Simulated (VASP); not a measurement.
# Au (a cell with a defect) in VASP: notebook

The runs below take Au (a cell with a defect) through single point, with PBE.

All numbers are computed with VASP 6.6.1; they aren't measurements. Logs are shortened: lines on timing, memory, paths and dates and some standing lists are left out, and cuts for length are marked.

## Step 1: The structure

The cell holds a defect, 7 atoms: a = 5.853 Å, b = 5.853 Å, c = 5.853 Å, α = 60.00°, β = 60.00°, γ = 60.00°.

## Step 2: Single point, PBE

File INCAR:

```
  PREC = Accurate
  ENCUT = 520
  EDIFF = 1E-7
  ISMEAR = 0
  SIGMA = 0.1
  LREAL = F
  LASPH = T
  NELM = 100
  ALGO = Normal
  ISIF = 2
  LWAVE = F
  LCHARG = F
  GGA = PE
  NBANDS = 48
```

File KPOINTS:

```
Automatic mesh
0
Gamma
  3 3 3
```

File POSCAR:

```
Au
1.0
    0.0000000000      4.1384880000      4.1384880000
    4.1384880000      0.0000000000      4.1384880000
    4.1384880000      4.1384880000      0.0000000000
Au
7
Direct
   -0.0136175337      0.0251572555     -0.0368675710
    0.0145526579      0.4765653543      0.0322105561
    0.0004884634      0.7508535726      0.4976693179
    0.5004285382     -0.0121419949     -0.0022898460
    0.4659510913      0.0251804524      0.4835749191
    0.5005175803      0.5138623091     -0.0023728473
    0.5350229359      0.4765322504      0.5117468022
```

Potentials or basis: VASP PAW PBE potentials, release 64 (Au).

The run is started by

```bash
> cat potpaw_PBE.64/Au/POTCAR > POTCAR
> mpirun -np 1 vasp_std > vasp.out
```

OUTCAR:

```text
PREC = Accurate
   ENCUT = 520
   EDIFF = 1E-7
   ISMEAR = 0
   LREAL = F
   LASPH = T
   NELM = 100
   ISIF = 2
   GGA = PE

 ion  position               nearest neighbor table
   1  0.986  0.025  0.963-   3 2.73   5 2.81   6 2.86   4 2.86   2 2.96   2 2.96   4 3.01   6 3.01
                             5 3.05
   2  0.015  0.477  0.032-   3 2.73   7 2.81   4 2.86   6 2.86   1 2.96   1 2.96   6 3.01   4 3.01
                             7 3.05
   3  0.000  0.751  0.498-   7 2.73   2 2.73   5 2.73   1 2.73   4 3.24   6 3.24   6 3.24   4 3.24

   4  0.500  0.988  0.998-   6 2.77   5 2.86   2 2.86   1 2.86   7 2.86   7 3.01   1 3.01   2 3.01
                             5 3.01   6 3.08   3 3.24   3 3.24
   5  0.466  0.025  0.484-   3 2.73   1 2.81   4 2.86   6 2.86   7 2.96   7 2.96   6 3.01   4 3.01
                             1 3.05
   6  0.501  0.514  0.998-   4 2.77   1 2.86   7 2.86   5 2.86   2 2.86   2 3.01   5 3.01   7 3.01
                             1 3.01   4 3.08   3 3.24   3 3.24
   7  0.535  0.477  0.512-   3 2.73   2 2.81   6 2.86   4 2.86   5 2.96   5 2.96   4 3.01   6 3.01
                             2 3.05

  LATTYP: Found a face centered cubic cell.
 ALAT       =     8.2769760000

  Lattice vectors:

 A1 = (   0.0000000000,   4.1384880000,   4.1384880000)
 A2 = (   4.1384880000,   0.0000000000,   4.1384880000)
 A3 = (   4.1384880000,   4.1384880000,   0.0000000000)

Analysis of symmetry for initial positions (statically):
=====================================================================
 Subroutine PRICEL returns:
 Original cell was already a primitive cell.

 Routine SETGRP: Setting up the symmetry group for a
 face centered cubic supercell.

 Subroutine GETGRP returns: Found  1 space group operations
 (whereof  1 operations were pure point group operations)
 out of a pool of 48 trial point group operations.

The static configuration has the point symmetry C_1 .

Analysis of symmetry for dynamics (positions and initial velocities):
=====================================================================
 Subroutine PRICEL returns:
 Original cell was already a primitive cell.

 Routine SETGRP: Setting up the symmetry group for a
 face centered cubic supercell.

 Subroutine GETGRP returns: Found  1 space group operations
 (whereof  1 operations were pure point group operations)
 out of a pool of 48 trial point group operations.

The dynamic configuration has the point symmetry C_1 .

 Subroutine INISYM returns: Found  1 space group operations
 (whereof  1 operations are pure point group operations),
 and found     1 'primitive' translations

----------------------------------------------------------------------------------------

                                     Primitive cell

  volume of cell :     141.7605

  direct lattice vectors                    reciprocal lattice vectors
     0.000000000  4.138488000  4.138488000    -0.120817071  0.120817071  0.120817071
     4.138488000  0.000000000  4.138488000     0.120817071 -0.120817071  0.120817071
     4.138488000  4.138488000  0.000000000     0.120817071  0.120817071 -0.120817071

  length of vectors
     5.852705857  5.852705857  5.852705857     0.209261306  0.209261306  0.209261306

  position of ions in fractional coordinates (direct lattice)
     0.986382466  0.025157255  0.963132429
     0.014552658  0.476565354  0.032210556
     0.000488463  0.750853573  0.497669318
     0.500428538  0.987858005  0.997710154
     0.465951091  0.025180452  0.483574919
     0.500517580  0.513862309  0.997627153
     0.535022936  0.476532250  0.511746802

  ion indices of the primitive-cell ions
   primitive index   ion index
                 1           1
                 2           2
                 3           3
                 4           4
                 5           5
                 6           6
                 7           7

----------------------------------------------------------------------------------------

 KPOINTS: Automatic mesh

Automatic generation of k-mesh.
 Grid dimensions read from file:
 generate k-points for:    3    3    3

 Generating k-lattice:

  Cartesian coordinates                     Fractional coordinates (reciprocal lattice)
    -0.040272357  0.040272357  0.040272357     0.333333333  0.000000000  0.000000000
     0.040272357 -0.040272357  0.040272357     0.000000000  0.333333333  0.000000000
     0.040272357  0.040272357 -0.040272357     0.000000000  0.000000000  0.333333333

  Length of vectors
     0.069753769  0.069753769  0.069753769

  Shift w.r.t. Gamma in fractional coordinates (k-lattice)
     0.000000000  0.000000000  0.000000000

 Subroutine IBZKPT returns following result:
 ===========================================

 Found     14 irreducible k-points:

 Following reciprocal coordinates:
            Coordinates               Weight
  0.000000  0.000000  0.000000      1.000000
  0.333333  0.000000  0.000000      2.000000
  0.000000  0.333333  0.000000      2.000000
  0.000000  0.000000  0.333333      2.000000
  0.333333  0.333333  0.333333      2.000000
  0.333333  0.333333  0.000000      2.000000
  0.000000  0.333333  0.333333      2.000000
  0.333333  0.000000  0.333333      2.000000
 -0.333333  0.333333  0.000000      2.000000
  0.000000 -0.333333  0.333333      2.000000
  0.333333  0.000000 -0.333333      2.000000
  0.333333  0.333333 -0.333333      2.000000
 -0.333333  0.333333 -0.333333      2.000000
  0.333333 -0.333333 -0.333333      2.000000
   k-points           NKPTS =     14   k-points in BZ     NKDIM =     14   number of bands    NBANDS=     48
   number of dos      NEDOS =    301   number of ions     NIONS =      7
   total plane-waves  NPLWV = 110592
   dimension x,y,z NGX =    48 NGY =   48 NGZ =   48
   dimension x,y,z NGXF=    96 NGYF=   96 NGZF=   96
   ions per type =               7
   NGX,Y,Z   is equivalent  to a cutoff of  13.63, 13.63, 13.63 a.u.
   NGXF,Y,Z  is equivalent  to a cutoff of  27.27, 27.27, 27.27 a.u.
 SYSTEM =  unknown system
   PREC   = accura    normal or accurate (medium, high low for compatibility)
   ISTART =      0    job   : 0-new  1-cont  2-samecut
   ICHARG =      2    charge: 1-file 2-atom 10-const
   ISPIN  =      1    spin polarized calculation?
   LNONCOLLINEAR =      F non collinear calculations
   LSORBIT =      F    spin-orbit coupling
   LASPH  =      T    aspherical Exc in radial PAW
   ENCUT  =  520.0 eV  38.22 Ry    6.18 a.u.  10.88 10.88 10.88*2*pi/ulx,y,z
   NELM   =    100;   NELMIN=  2; NELMDL= -5     # of ELM steps
   EDIFF  = 0.1E-06   stopping-criterion for ELM
   LREAL  =      F    real-space projection
   EDIFFG = 0.1E-05   stopping-criterion for IOM
   NSW    =      0    number of steps for IOM
   IBRION =     -1    ionic relax: 0-MD 1-quasi-New 2-CG
   NFREE  =      0    steps in history (QN), initial steepest desc. (CG)
   ISIF   =      2    stress and relaxation
   ISYM   =      2    0-nonsym 1-usesym 2-fastsym
   POTIM  = 0.5000    time-step for ionic-motion
   TEBEG  =    0.0;   TEEND  =   0.0 temperature during run
   PSTRESS=    0.0 pullay stress
   NELECT =      77.0000    total number of electrons
   NUPDOWN=      -1.0000    fix difference up-down
   EMIN   =  10.00;   EMAX   =-10.00  energy-range for DOS
   EFERMI =   0.00;   METHOD = LEGACY
   ISMEAR =     0;   SIGMA  =   0.10  broadening in eV -4-tet -1-fermi 0-gaus
   EFERMI_NEDOS =   21; number of points for ismear=-14 and -15
   IALGO  =     38    algorithm
   IMIX   =      4    mixing-type and parameters
     AMIX     =   0.40;   BMIX     =  1.00
     AMIX_MAG =   1.60;   BMIX_MAG =  1.00
  volume/ion in A,a.u.               =      20.25       136.66
  Fermi-wavevector in a.u.,A,eV,Ry     =   1.335734  2.524172 24.275322  1.784186
  Thomas-Fermi vector in A             =   2.464415
   LORBIT       =      0    0 simple, 1 ext, 2 COOP (PROOUT), +10 PAW based schemes
   GGA     = PE    functional components
   LHFCALC =     F    Hartree Fock is set to
   AEXX    =    0.0000 exact exchange contribution
   IVDW    =     0    specifies the selected vdW correction
   LEPSILON=     F    determine dielectric tensor
   LRPA    =     F    only Hartree local field effects (RPA)
 non-spin polarized calculation
 Gauss-broadening in eV      SIGMA  =   0.10
  energy-cutoff  :      520.00
  volume of cell :      141.76
 maximum number of plane-waves:      3856
 NGX is ok and might be reduce to    48
   NGX = 21   NGY = 21   NGZ = 21

 number of electron      77.0000002 magnetization

 Free energy of the ion-electron system (eV)
  ---------------------------------------------------
  ext. energy  EPLUGINS =         0.00000000
  ---------------------------------------------------
  free energy    TOTEN  =       -21.04976694 eV

  energy without entropy =      -21.02848196  energy(sigma->0) =      -21.03912445

 E-fermi :   7.0567     XC(G=0): -11.5960

 val. band max:        7.0030401477   @ k =   0.3333   0.0000  -0.3333
 cond. band min:       7.0771239107   @ k =   0.3333   0.0000   0.3333
 fundamental gap:      0.0740837629
 Fermi energy:         7.0566660993

 k-point     1 :       0.0000    0.0000    0.0000
  band No.  band energies     occupation
      1      -1.6156      2.00000
      2       0.3780      2.00000
      3       0.6005      2.00000
      4       0.7805      2.00000
      5       0.9352      2.00000
      6       1.0614      2.00000
[... 40 lines left out ...]
     47      10.4619      0.00000
     48      11.6689      0.00000

 k-point     2 :       0.3333    0.0000    0.0000
  band No.  band energies     occupation
      1      -0.8378      2.00000
      2       0.7138      2.00000
      3       0.8155      2.00000
      4       1.0524      2.00000
      5       1.0666      2.00000
      6       1.2460      2.00000
[... 604 lines left out ...]
 k-point    14 :       0.3333   -0.3333   -0.3333
  band No.  band energies     occupation
      1       0.2516      2.00000
      2       0.6983      2.00000
      3       1.1061      2.00000
      4       1.4409      2.00000
      5       1.5144      2.00000
      6       1.7073      2.00000
[... 40 lines left out ...]
     47      13.9474      0.00000
     48      15.8530      0.00000

------------------------ aborting loop because EDIFF is reached ----------------------------------------

  FORCE on cell =-STRESS in cart. coord.  units (eV):
  Direction    XX          YY          ZZ          XY          YZ          ZX
  --------------------------------------------------------------------------------------
  -------------------------------------------------------------------------------------
  Total       -3.0556085     -0.7139872     -3.0578366     -0.0001720      0.0000278     -0.2701270
  in kB      -34.5345014     -8.0694872    -34.5596840     -0.0019444      0.0003144     -3.0529765
  external PRESSURE =     -25.7212242 kB  Pullay stress =       0.0000000 kB

 VOLUME and BASIS-vectors are now :
 -----------------------------------------------------------------------------
  energy-cutoff  :      520.00
  volume of cell :      141.76
      direct lattice vectors                 reciprocal lattice vectors
     0.000000000  4.138488000  4.138488000    -0.120817071  0.120817071  0.120817071
     4.138488000  0.000000000  4.138488000     0.120817071 -0.120817071  0.120817071
     4.138488000  4.138488000  0.000000000     0.120817071  0.120817071 -0.120817071

 POSITION                                       TOTAL-FORCE (eV/Angst)
 -----------------------------------------------------------------------------------
      4.09002      8.06804      4.18625         0.000689     -0.026916     -0.000611
      2.10556      0.19353      2.03249        -0.001142      0.027224      0.001055
      5.16700      2.06162      3.10942        -0.000011     -0.000219      0.000033
      8.21725      6.20003      6.15926         0.025159     -0.000194      0.025362
      2.10548      3.92960      2.03254        -0.000663     -0.026968      0.000651
      6.25528      6.20005      4.19800        -0.025124     -0.000214     -0.025412
      4.08998      4.33204      4.18631         0.001093      0.027287     -0.001079
 -----------------------------------------------------------------------------------
    total drift:                                0.000018      0.000011     -0.000023

  FREE ENERGIE OF THE ION-ELECTRON SYSTEM (eV)
  ---------------------------------------------------
  free  energy   TOTEN  =       -21.0497669443 eV

  energy  without entropy=      -21.0284819638  energy(sigma->0) =      -21.03912445
```

Wall time 82 s (1 thread of Intel Xeon Platinum 8488C (Sapphire Rapids), shared host); peak memory 0.34 GiB.

Results:

```
Free energy            : -21.0498 eV
Pressure               : -2.6 GPa
Largest force          : 0.036 eV/Å
Band gap on the k mesh : none (metal or under the smearing width)
```

Forces in eV/Å, atoms in the order of the input:
```
Au   0.001 -0.027 -0.001
Au  -0.001  0.027  0.001
Au   0.000  0.000  0.000
Au   0.025  0.000  0.025
Au  -0.001 -0.027  0.001
Au  -0.025  0.000 -0.025
Au   0.001  0.027 -0.001
```

Stress tensor (GPa, compression positive):
```
-3.45  0.00 -0.31
 0.00 -0.81  0.00
-0.31  0.00 -3.46
```

Caveat: the k mesh is coarse (spacing up to 0.44 Å⁻¹), so the values aren't converged. The run has no spin-orbit coupling, so splittings on Au are missing.

(Continued in part 2 of 2.)
